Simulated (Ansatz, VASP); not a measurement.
V: VASP beside Ansatz

```
CELL_PARAMETERS angstrom
-1.47089 1.47089 1.47089
1.47089 -1.47089 1.47089
1.47089 1.47089 -1.47089
ATOMIC_POSITIONS crystal
V 0.00000 0.00000 0.00000
```

Alike in both runs: task single point; functional r2SCAN; k mesh 20 × 20 × 20; occupations gaussian, width 0.05 eV; no spin polarisation.

|  | VASP | Ansatz |
| --- | --- | --- |
| version | VASP 6.6.1 | Ansatz 0.2.0 |
| potentials or method | VASP PAW PBE potentials, release 64 (V_sv) | scalar-relativistic, plane waves, PAW |
| plane-wave cutoff (eV) | 520 | 500 |
| valence electrons in the cell | 13 | 13 |

```csv
,VASP,Ansatz,Ansatz less VASP
gap on the k mesh at the Fermi level (eV),none,none,-
pressure (GPa),9.4,8.6,-0.85
```

A gap of «none» marks a metal or a gap that the smearing closes. The functional is the same, so the differences come from potentials, cutoffs and numerics.

Caveats: the PAW data sets were made with another functional, which shifts forces and pressure a little (VASP).
